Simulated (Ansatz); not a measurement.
# Si2Mo (I4/mmm) in Ansatz: further runs

The runs below take Si2Mo through band structure, single point, equation of state, with revPBE, r2SCAN+D3(BJ).

All numbers are computed with Ansatz 0.2.0; they aren't measurements. Logs are shortened: lines on timing, memory, paths and dates and some standing lists are left out, and cuts for length are marked.

**1. The crystal as given**

The structure is tetragonal, space group I4/mmm (No. 139). The conventional cell has a = 3.200 Å, b = 3.200 Å, c = 7.861 Å, α = 90.00°, β = 90.00°, γ = 90.00°. Mo (site symmetry 4/mmm) has 10 Si at 2.62 Å as nearest neighbours. Si (site symmetry 4mm) is surrounded by 5 Si at 2.61 to 2.63 Å and 5 Mo at 2.62 Å.

**2. Band structure, revPBE**

Contents of input.yaml:

```yaml
crystal:
  lattice:
    - [-1.6, 1.6, 3.9305]
    - [1.6, -1.6, 3.9305]
    - [1.6, 1.6, -3.9305]
  atoms:
    - { symbol: Mo, position: [0.0, 0.0, 0.0] }
    - { symbol: Si, position: [0.667, 0.667, 0.0] }
    - { symbol: Si, position: [0.333, 0.333, 0.0] }
hamiltonian:
  xc: revpbe
  pseudopotentials: { kind: paw }
kpoints:
  mp_grid: { grid: [12, 12, 12] }
  band_path:
    path:
      - [[0.0, 0.0, 0.0], [-0.5, 0.5, 0.0], [-0.5, 0.5, -0.0828541695], [-0.2914270847, 0.2914270847, -0.2914270847], [0.0, 0.0, 0.0], [0.5, 0.5, -0.5], [0.2914270847, 0.7085729153, -0.7085729153], [0.0, 0.5, -0.5], [-0.25, 0.75, -0.25], [0.0828541695, 0.9171458305, -0.5], [0.5, 0.5, -0.5]]
      - [[-0.5, 0.5, 0.0], [-0.25, 0.75, -0.25]]
    npoints: 14
scf:
  occupations: { method: fermi_dirac, width: 0.05 }
  n_extra_bands: 7
output:
  forces: true
  stress: true
  eigenvalues: true
  fatbands: false
  write_density: true
  write_potential: true
  elf: true
  volumetric_format: npy
```

Potentials or basis: Ansatz PAW.

Started as:

```
$ ansatz run input.yaml --threads 2 --pin off --max-ram 5120MiB --backend cpu --events-out ev --progress --plain --runs-dir out
```

Output:

```text
Warning: RAYON_NUM_THREADS=2 ignored (pool sized by the plan → 2); use --threads N
scf.n_extra_bands = 7 over 11 filled bands (N_el = 22.0): the run solves 18 bands
Engine: ansatz 0.2.0, aarch64-unknown-linux-gnu
Pseudopotentials: kind: paw
Pseudopotential: Mo, paw, valence charge 14, recommended cutoff 420 eV (normal), Mo.paw.azcp
Pseudopotential: Si, paw, valence charge 4, recommended cutoff 420 eV (normal), Si.paw.azcp
Functional definition: revPBE
  parameter kappa = 1.245
  parameter beta = 0.06672455060314922
  exchange = pbe_x(kappa = kappa, mu = beta*pi^2/3)
  correlation = pbe_c(beta = beta)
Crystal: 3 atoms, lattice volume = 40.248 Å³
Basis set: ecut = 420 eV, 769 PW (Γ), exchange–correlation on 64×64×64 points (8 copies of the dense FFT grid, shifted against one another)
Bands: 18, of which v1, the nominal top of the filled ones, is band 11 counted from 1 (10 counted from 0)
Symmetry: 16 space group operations
Space group: I4/mmm (ITA 139), of the structure as read, at distance tolerance 3.4e-5 Å
k-points: 163 of 1728
Non-local potential: Mo, projectors of the file, l = 0: 3, l = 1: 2, l = 2: 2, l = 3: 1
Non-local potential: Si, projectors of the file, l = 0: 2, l = 1: 2, l = 2: 2
PAW form: soft (Blöchl's): semilocal exchange-correlation on the pseudo side does not see the compensation charge
PAW frozen core: Mo, regenerated for the run's functional, and the local potential with it (the file was generated under x = pbe(κ = 0.804, μ = 0.2195149727645171), c = pbe(β = 0.06672455060314922))
PAW frozen core: Si, regenerated for the run's functional, and the local potential with it (the file was generated under x = pbe(κ = 0.804, μ = 0.2195149727645171), c = pbe(β = 0.06672455060314922))
PAW one-centre angular grid: Mo, 590 points (default); XC on 64 Gauss nodes
PAW one-centre angular grid: Si, 110 points (default); XC on 64 Gauss nodes
Initial density: superposition of atomic densities (neutral atoms: chi_scale 0, normalization atom), corrected by the library's trained network
Initial wavefunctions: pseudopotential atomic-orbital guess
Functional: x = revpbe(κ = 1.245, μ = 0.2195149727645171), c = pbe(β = 0.06672455060314922)
SCF iter   1: F=—  HF=-6238.477752 eV  |F-HF|=—  |Δ(HF+E_count)|=         —  Δρ=4.92e-3  dr2=7.53e-3  ethr=1.77e-3  ⟨swp⟩=5.4  Hψ=16329  notcnv=0  defer=5
preconditioner: auto → none  [insulator: Δε(μ)=0.127 eV  Ē_g=9.431 eV  σ=0.050 eV  W_gap=0.56  n_scr=10 (ndim 8)  ℏωp=21.9 eV  f_vac=0.000  D(μ)=0.25/eV (n_scr^D=0)  ε∞_Penn≈6.4]
SCF iter   2: F=—  HF=-6238.475961 eV  |F-HF|=—  |Δ(HF+E_count)|=   1.79e-3  Δρ=1.93e-3  dr2=5.63e-4  ethr=3.42e-5  ⟨swp⟩=2.1  Hψ=5789  notcnv=0  defer=94
SCF iter   3: F=—  HF=-6238.476092 eV  |F-HF|=—  |Δ(HF+E_count)|=   1.31e-4  Δρ=7.09e-4  dr2=6.42e-5  ethr=2.56e-6  ⟨swp⟩=1.4  Hψ=3084  notcnv=0  defer=94
SCF iter   4: F=—  HF=-6238.476131 eV  |F-HF|=—  |Δ(HF+E_count)|=   3.85e-5  Δρ=9.72e-5  dr2=1.09e-6  ethr=2.92e-7  ⟨swp⟩=2.0  Hψ=3803  notcnv=0  defer=94
iter 5 did not close the SCF: its close was put off for the readings that it lacked (scf_convergence_deferred on its scf_iter line)
SCF iter   5: F=-6238.476132 eV  HF=-6238.476132 eV  |F-HF|=3.68e-9  |Δ(HF+E_count)|=   1.03e-6  Δρ=7.74e-6  dr2=9.38e-9  ethr=4.95e-9  ⟨swp⟩=2.0  Hψ=4427  notcnv=0  defer=94
SCF iter   6: F=-6238.476132 eV  HF=-6238.476132 eV  |F-HF|=4.73e-11  |Δ(HF+E_count)|=   5.03e-9  Δρ=9.54e-7  dr2=2.06e-10  ethr=4.26e-11  ⟨swp⟩=8.1  Hψ=16796  notcnv=0
SCF 1 converged in 6 iterations: F = -6238.476132 eV  dr2 = 2.06e-10
NSCF: frozen V_eff on 156 k-points
SCF converged after 6 iterations
Free energy (F): -6238.476132 eV
Harris-Foulkes:  -6238.476132 eV  (|F-HF|=4.73e-11)
Internal energy: -6238.473873 eV  (E = F + TS)
E sigma→0 (E₀):  -6238.475002 eV
Entropy (-TS):   -0.002259 eV (-0.753 meV/atom)
Fermi energy:    16.056194 eV
--- Per-component energies (eV) ---
  E_band       = -45.244180
  E_kinetic    = 531.104295
  E_local      = -1146.217821  (includes V_loc(G=0)·N_el)
  E_nonlocal   = 191.049845
  E_hartree    = 427.664764
  E_xc         = -298.628171
  E_vxc        = -328.592550  (∫ρ·V_xc dr)
  E_paw        = -4235.821192  (= ΣΔE_a)
  E_vpaw       = -147.917982  (= ΣTr[D̂ρ^β])
  E_aug_tail   = 0.000043  (compensation charges beyond the density's cutoff)
  E_ewald      = -1707.522119
  E_core_change = -0.103519  (= ΣΔE_core)
  E_smearing   = -0.002259  (= −TS)
  E_closure    = 0.000000  (closes the sum)
  Σ components = -6238.476132   (vs F -6238.476132, Δ=0.00e0)
--- Forces (eV/Å), atoms counted from 1 ---
  atom   1  Mo     0.00000000    -0.00000000     0.00000000
  atom   2  Si    -0.00000000    -0.00000000    -0.25997456
  atom   3  Si     0.00000000    -0.00000000     0.25997456
  max |Σ_I F_I| component: 9.71e-17 eV/Å
--- Stress (GPa, compression-positive) ---
        4.534420       0.000000       0.000000
        0.000000       4.534420       0.000000
        0.000000       0.000000       3.529640
  P = ⅓ Tr σ = 4.1995 GPa (41.995 kbar)
--- Band table (eV; the first three rows and the last of 163) ---
  k-point 0: bands = ["-44.6900", "-18.8519", "-18.7531", "-18.7531", "2.5870", "9.7045", "12.6035", "13.0369", "13.3905", "13.3905", "16.4583", "19.1360", "19.1611", "19.6955", "19.6955", "20.1148", "21.0807", "21.0807"]
  k-point 1: bands = ["-44.6876", "-18.8485", "-18.7700", "-18.7676", "2.8014", "9.8948", "11.9570", "12.8618", "13.0990", "14.0838", "15.7054", "18.5986", "19.4460", "19.4946", "19.7850", "20.5219", "21.5679", "21.9858"]
  k-point 2: bands = ["-44.6809", "-18.8393", "-18.8144", "-18.8071", "3.4236", "10.3577", "11.2613", "11.8001", "13.2982", "14.2584", "14.6098", "18.3099", "19.4397", "19.7188", "19.9131", "20.7316", "23.3145", "23.3642"]
  k-point 162: bands = ["-44.6895", "-18.8760", "-18.7548", "-18.7548", "4.4081", "6.0526", "12.5521", "13.7654", "15.4626", "15.4626", "15.5254", "15.5254", "16.5928", "20.6930", "21.2787", "21.9268", "24.4718", "25.1239"]
```

It took 6.2 s on 2 threads of Arm Neoverse V1, shared host; peak memory 0.42 GiB.

What came out:

| Quantity | Value |
| --- | --- |
| Free energy | -6238.4761 eV |
| Pressure | 4.2 GPa |
| Largest force | 0.260 eV/Å |
| Band gap on the k mesh | none (metal or under the smearing width) |

Forces in eV/Å, atoms in the order of the input:
```
Mo   0.000  0.000  0.000
Si   0.000  0.000 -0.260
Si   0.000  0.000  0.260
```

Stress tensor (GPa, compression positive):
```
4.53 0.00 0.00
0.00 4.53 0.00
0.00 0.00 3.53
```

Levels at the corners of the path, in eV from the Fermi level:
```tsv
point	band 8	band 9	band 10	band 11	band 12	band 13	band 14	band 15
Γ	-3.02	-2.67	-2.67	0.40	3.08	3.10	3.64	3.64
X	-5.26	-4.50	-3.07	-1.15	2.32	2.72	3.02	3.24
Y	-4.51	-3.88	-2.95	-1.72	1.78	1.95	2.58	4.70
S	-2.79	-2.42	-2.34	-0.43	1.50	3.06	3.55	4.54
Γ	-3.02	-2.67	-2.67	0.40	3.08	3.10	3.64	3.64
Z	-2.29	-0.59	-0.59	-0.53	-0.53	0.54	4.64	5.22
S1	-2.79	-2.42	-2.34	-0.43	1.50	3.06	3.55	4.54
N	-4.49	-2.62	-2.52	-0.53	2.27	3.03	4.05	4.26
P	-6.24	-2.79	-2.07	-2.07	0.24	2.32	3.98	3.98
Y1	-4.51	-3.88	-2.95	-1.72	1.78	1.95	2.58	4.70
Z	-2.29	-0.59	-0.59	-0.53	-0.53	0.54	4.64	5.22
X	-5.26	-4.50	-3.07	-1.15	2.32	2.72	3.02	3.24
P	-6.24	-2.79	-2.07	-2.07	0.24	2.32	3.98	3.98
```

Caveat: the PAW data sets come from PBE, with cores solved anew for the run's functional, which leaves a small shift of forces and pressure.

**3. Single point, r2SCAN+D3(BJ), 12.61 Å³/atom (volume scaled by 0.94)**

Contents of input.yaml:

```yaml
crystal:
  lattice:
    - [-1.5673377739, 1.5673377739, 3.8502632003]
    - [1.5673377739, -1.5673377739, 3.8502632003]
    - [1.5673377739, 1.5673377739, -3.8502632003]
  atoms:
    - { symbol: Mo, position: [0.0, 0.0, 0.0] }
    - { symbol: Si, position: [0.667, 0.667, 0.0] }
    - { symbol: Si, position: [0.333, 0.333, 0.0] }
hamiltonian:
  xc: r2scan
  pseudopotentials: { kind: paw }
  dispersion: d3bj
kpoints:
  mp_grid: { grid: [12, 12, 12] }
scf:
  occupations: { method: fermi_dirac, width: 0.05 }
output:
  forces: true
  stress: true
  eigenvalues: true
```

Potentials or basis: Ansatz PAW.

Started as:

```
$ ansatz run input.yaml --threads 2 --pin off --max-ram 5120MiB --backend cpu --events-out ev --progress --plain --runs-dir out
```

Output:

```text
Warning: the engine holds no damping parameters fitted to this dispersion correction and functional, so the run takes those fitted to r2scan beside the three-body term, which d3bj leaves out (hamiltonian.dispersion, under Limitations)
Warning: RAYON_NUM_THREADS=2 ignored (pool sized by the plan → 2); use --threads N
basis.fft_grid_basis auto: the FFT boxes are laid along the combinations [[1, 0, 1], [0, 1, 1], [0, 0, 1]] of the cell's own vectors, 3.135, 3.135 and 4.443 Å long. The dense box has 24×24×36 points. Along the cell's own vectors, as sized, it would have 36×36×36, 2.25 times as many. Of the 16 symmetry operations that the crystal satisfies within crystal.symmetry.tolerance (time reversal apart; of a slab, those that keep its plane) the dense box along the cell's own vectors carries 16, and the one as laid loses 12 of those. basis.fft_grid_basis: typed keeps the cell's own vectors: state it where this run's energies or levels are differenced outside the engine with another run's, or held beside a run that keeps those vectors.
[... 2 set-up lines as earlier in the session ...]
Pseudopotential: Mo, paw, valence charge 14, recommended cutoff 500 eV (meta_gga), Mo.paw.azcp
Pseudopotential: Si, paw, valence charge 4, recommended cutoff 500 eV (meta_gga), Si.paw.azcp
Functional definition: r2SCAN
  parameter k0 = 0.174
  parameter k1 = 0.065
[... 55 lines left out ...]
  atom   1  Mo    -0.00000000     0.00000000    -0.00000000
  atom   2  Si     0.00000000    -0.00000000    -0.24358007
  atom   3  Si    -0.00000000    -0.00000000     0.24358007
  max |Σ_I F_I| component: 9.71e-17 eV/Å
--- Stress (GPa, compression-positive) ---
       10.375848      -0.000000      -0.000000
       -0.000000      10.375848       0.000000
        0.000000      -0.000000       9.965960
  P = ⅓ Tr σ = 10.2392 GPa (102.392 kbar)
--- Band table (eV; the first three rows and the last of 163) ---
  k-point 0: bands = ["-45.4192", "-18.9092", "-18.7523", "-18.7523", "2.4429", "10.0442", "13.6819", "13.7722", "14.1517", "14.1517", "17.6025", "20.1836", "20.9925", "21.1878", "21.1878"]
  k-point 1: bands = ["-45.4155", "-18.9043", "-18.7759", "-18.7720", "2.6831", "10.2588", "12.8480", "13.5365", "13.8455", "15.0164", "16.7454", "20.3634", "20.7387", "21.0115", "21.3094"]
  k-point 2: bands = ["-45.4055", "-18.8911", "-18.8376", "-18.8257", "3.3783", "10.7790", "12.0735", "12.3276", "14.0780", "15.1278", "15.5727", "20.0703", "21.0310", "21.2228", "21.5128"]
  k-point 162: bands = ["-45.4181", "-18.9485", "-18.7549", "-18.7549", "4.5222", "6.2293", "13.1871", "14.5991", "16.4876", "16.4876", "16.5886", "16.5886", "17.7650", "22.4084", "23.5038"]
```

Wall time 7.6 s (2 threads of Arm Neoverse V1, shared host); peak memory 0.46 GiB.

What came out:

```
Free energy            : -6247.9164 eV
Pressure               : 10.2 GPa
Largest force          : 0.244 eV/Å
Band gap on the k mesh : none (metal or under the smearing width)
```

Caveat: pairwise dispersion overbinds metals, which lowers pressure and volume; the PAW data sets come from PBE, with cores solved anew for the run's functional, which leaves a small shift of forces and pressure; the dispersion damping was fitted for another functional or another form of the correction.

**4. Single point, r2SCAN+D3(BJ), 12.88 Å³/atom (volume scaled by 0.96)**

Edit input.yaml of step 3 so:

```diff
@@ -2,5 +2,5 @@
   lattice:
-    - [-1.5673377739, 1.5673377739, 3.8502632003]
-    - [1.5673377739, -1.5673377739, 3.8502632003]
-    - [1.5673377739, 1.5673377739, -3.8502632003]
+    - [-1.5783757276, 1.5783757276, 3.8773786233]
+    - [1.5783757276, -1.5783757276, 3.8773786233]
+    - [1.5783757276, 1.5783757276, -3.8773786233]
   atoms:
```

Started as:

```
$ ansatz run input.yaml --threads 2 --pin off --max-ram 5120MiB --backend cpu --events-out ev --progress --plain --runs-dir out
```

It took 7.5 s on 2 threads of Arm Neoverse V1, shared host; peak memory 0.47 GiB.

Results (log left out):

```yaml
Free_energy: -6247.9537 eV
Pressure: 4.7 GPa
Largest_force: 0.284 eV/Å
Band_gap_on_the_k_mesh: none (metal or under the smearing width)
```

Caveat: pairwise dispersion overbinds metals, which lowers pressure and volume; the PAW data sets come from PBE, with cores solved anew for the run's functional, which leaves a small shift of forces and pressure; the dispersion damping was fitted for another functional or another form of the correction.

**5. Single point, r2SCAN+D3(BJ), 13.15 Å³/atom (volume scaled by 0.98)**

Edit input.yaml of step 4 so:

```diff
@@ -2,5 +2,5 @@
   lattice:
-    - [-1.5783757276, 1.5783757276, 3.8773786233]
-    - [1.5783757276, -1.5783757276, 3.8773786233]
-    - [1.5783757276, 1.5783757276, -3.8773786233]
+    - [-1.5892614214, 1.5892614214, 3.9041200105]
+    - [1.5892614214, -1.5892614214, 3.9041200105]
+    - [1.5892614214, 1.5892614214, -3.9041200105]
   atoms:
```

Started as:

```
$ ansatz run input.yaml --threads 2 --pin off --max-ram 5120MiB --backend cpu --events-out ev --progress --plain --runs-dir out
```

Wall time 7.3 s (2 threads of Arm Neoverse V1, shared host); peak memory 0.47 GiB.

It converged, with:

- Free energy: -6247.9646 eV
- Pressure: -0.3 GPa
- Largest force: 0.322 eV/Å
- Band gap on the k mesh: none (metal or under the smearing width)

Caveat: pairwise dispersion overbinds metals, which lowers pressure and volume; the PAW data sets come from PBE, with cores solved anew for the run's functional, which leaves a small shift of forces and pressure; the dispersion damping was fitted for another functional or another form of the correction.

**6. Single point, r2SCAN+D3(BJ), 13.42 Å³/atom**

Edit input.yaml of step 5 so:

```diff
@@ -2,5 +2,5 @@
   lattice:
-    - [-1.5892614214, 1.5892614214, 3.9041200105]
-    - [1.5892614214, -1.5892614214, 3.9041200105]
-    - [1.5892614214, 1.5892614214, -3.9041200105]
+    - [-1.6, 1.6, 3.9305]
+    - [1.6, -1.6, 3.9305]
+    - [1.6, 1.6, -3.9305]
   atoms:
@@ -21 +21,5 @@
   eigenvalues: true
+  write_density: true
+  write_potential: true
+  elf: true
+  volumetric_format: npy
```

Potentials or basis: Ansatz PAW.

Started as:

```
$ ansatz run input.yaml --threads 2 --pin off --max-ram 5120MiB --backend cpu --events-out ev --progress --plain --runs-dir out
```

It took 12 s on 2 threads of Arm Neoverse V1, shared host; peak memory 0.61 GiB.

The run converged. Its results:

```yaml
Free_energy: -6247.9519 eV
Pressure: -4.7 GPa
Largest_force: 0.358 eV/Å
Band_gap_on_the_k_mesh: none (metal or under the smearing width)
```

Caveat: pairwise dispersion overbinds metals, which lowers pressure and volume; the PAW data sets come from PBE, with cores solved anew for the run's functional, which leaves a small shift of forces and pressure; the dispersion damping was fitted for another functional or another form of the correction.

**7. Single point, r2SCAN+D3(BJ), 13.68 Å³/atom (volume scaled by 1.02)**

Edit input.yaml of step 6 so:

```diff
@@ -2,5 +2,5 @@
   lattice:
-    - [-1.6, 1.6, 3.9305]
-    - [1.6, -1.6, 3.9305]
-    - [1.6, 1.6, -3.9305]
+    - [-1.6105963353, 1.6105963353, 3.9565305599]
+    - [1.6105963353, -1.6105963353, 3.9565305599]
+    - [1.6105963353, 1.6105963353, -3.9565305599]
   atoms:
```

Started as:

```
$ ansatz run input.yaml --threads 2 --pin off --max-ram 5120MiB --backend cpu --events-out ev --progress --plain --runs-dir out
```

Wall time 12 s (2 threads of Arm Neoverse V1, shared host); peak memory 0.61 GiB.

Results (log left out):

| Quantity | Value |
| --- | --- |
| Free energy | -6247.9180 eV |
| Pressure | -8.7 GPa |
| Largest force | 0.392 eV/Å |
| Band gap on the k mesh | none (metal or under the smearing width) |

Caveat: pairwise dispersion overbinds metals, which lowers pressure and volume; the PAW data sets come from PBE, with cores solved anew for the run's functional, which leaves a small shift of forces and pressure; the dispersion damping was fitted for another functional or another form of the correction.

**8. Single point, r2SCAN+D3(BJ), 13.95 Å³/atom (volume scaled by 1.04)**

Contents of input.yaml:

```yaml
crystal:
  lattice:
    - [-1.6210550461, 1.6210550461, 3.9822230367]
    - [1.6210550461, -1.6210550461, 3.9822230367]
    - [1.6210550461, 1.6210550461, -3.9822230367]
  atoms:
    - { symbol: Mo, position: [0.0, 0.0, 0.0] }
    - { symbol: Si, position: [0.667, 0.667, 0.0] }
    - { symbol: Si, position: [0.333, 0.333, 0.0] }
hamiltonian:
  xc: r2scan
  pseudopotentials: { kind: paw }
  dispersion: d3bj
kpoints:
  mp_grid: { grid: [12, 12, 12] }
scf:
  occupations: { method: fermi_dirac, width: 0.05 }
output:
  forces: true
  stress: true
  eigenvalues: true
```

Started as:

```
$ ansatz run input.yaml --threads 2 --pin off --max-ram 5120MiB --backend cpu --events-out ev --progress --plain --runs-dir out
```

Run time: 7 s. Hardware: 2 threads of Arm Neoverse V1, shared host; peak memory 0.47 GiB.

The run converged. Its results:

* Free energy: -6247.8653 eV
* Pressure: -12.2 GPa
* Largest force: 0.424 eV/Å
* Band gap on the k mesh: none (metal or under the smearing width)

Caveat: pairwise dispersion overbinds metals, which lowers pressure and volume; the PAW data sets come from PBE, with cores solved anew for the run's functional, which leaves a small shift of forces and pressure; the dispersion damping was fitted for another functional or another form of the correction.

**9. Single point, r2SCAN+D3(BJ), 14.22 Å³/atom (volume scaled by 1.06)**

Edit input.yaml of step 8 so:

```diff
@@ -2,5 +2,5 @@
   lattice:
-    - [-1.6210550461, 1.6210550461, 3.9822230367]
-    - [1.6210550461, -1.6210550461, 3.9822230367]
-    - [1.6210550461, 1.6210550461, -3.9822230367]
+    - [-1.6313805159, 1.6313805159, 4.0075881985]
+    - [1.6313805159, -1.6313805159, 4.0075881985]
+    - [1.6313805159, 1.6313805159, -4.0075881985]
   atoms:
```

Potentials or basis: Ansatz PAW.

Started as:

```
$ ansatz run input.yaml --threads 2 --pin off --max-ram 5120MiB --backend cpu --events-out ev --progress --plain --runs-dir out
```

It took 7.1 s on 2 threads of Arm Neoverse V1, shared host; peak memory 0.48 GiB.

Results (log left out):

| Property | Result |
| --- | --- |
| Free energy | -6247.7956 eV |
| Pressure | -15.4 GPa |
| Largest force | 0.455 eV/Å |
| Band gap on the k mesh | none (metal or under the smearing width) |

Caveat: pairwise dispersion overbinds metals, which lowers pressure and volume; the PAW data sets come from PBE, with cores solved anew for the run's functional, which leaves a small shift of forces and pressure; the dispersion damping was fitted for another functional or another form of the correction.

**10. Equation of state, r2SCAN+D3(BJ)**

No new run: the results of the series are fitted here.

What came out:

```
Equilibrium volume                        : 13.13 Å³/atom
Bulk modulus at fixed shape and positions : 231 GPa
Pressure derivative of the bulk modulus   : 4.5
```

Energy against volume, from the lowest point:
```
volume (Å³/atom)  energy (meV/atom)
          12.611              16.05
          12.879               3.63
          13.148               0.00
          13.416               4.24
          13.684              15.53
          13.953              33.12
          14.221              56.34
```

Caveat: the cell was scaled at fixed shape and fractional positions, which overstates the stiffness of a crystal with free parameters, most of all of layers and chains; the PAW data sets were made with another functional, which shifts forces and pressure a little.
